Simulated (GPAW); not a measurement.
A run of GPAW 26.7.0:

run.py

```python
from ase import Atoms
from ase.calculators.mixing import SumCalculator
from ase.filters import FrechetCellFilter
from ase.io import write
from ase.optimize import FIRE
from dftd3.ase import DFTD3
from gpaw import GPAW, PW

atoms = Atoms(['Ru', 'Ru'],
              cell=[[2.7058, 0.0, 0.0],
                    [-1.3529, 2.3432915376, 0.0],
                    [0.0, 0.0, 4.2819]],
              scaled_positions=[[0.6666666667, 0.3333333333, 0.75],
                                [0.3333333333, 0.6666666667, 0.25]],
              pbc=True)

calc = GPAW(mode=PW(600),
            xc='PBE',
            kpts={'size': (8, 8, 5), 'gamma': True},
            occupations={'name': 'fermi-dirac', 'width': 0.05},
            nbands=29,
            convergence={'density': 1e-05, 'energy': 1e-05},
            maxiter=150,
            txt='gpaw.txt')
atoms.calc = SumCalculator([calc, DFTD3(method='pbe', damping='d3zero')])
opt = FIRE(FrechetCellFilter(atoms), trajectory='relax.traj', logfile='-')
done = opt.run(fmax=0.02, steps=40)
calc.write('gs.gpw')
write('result.traj', atoms)
print('Converged:', done)
print('Cell:', atoms.cell.cellpar().round(4))
print('Volume:', round(atoms.get_volume(), 4))
print(atoms.get_scaled_positions().round(5))
```

Potentials or basis: GPAW PAW data sets (gpaw-data 1.2.1), pw.

Run with:

```console
$ OMP_NUM_THREADS=1 python run.py
```

Hardware: 1 thread of Arm Neoverse V1 (shared host).

Question: Estimate the wall time of this run.

Answer: Wall time 67 s on 1 thread of Arm Neoverse V1, on a shared host, peak memory 0.18 GiB. Counts: scf iterations 42, plane waves 929, bands 29, k points 40, ion steps 6.
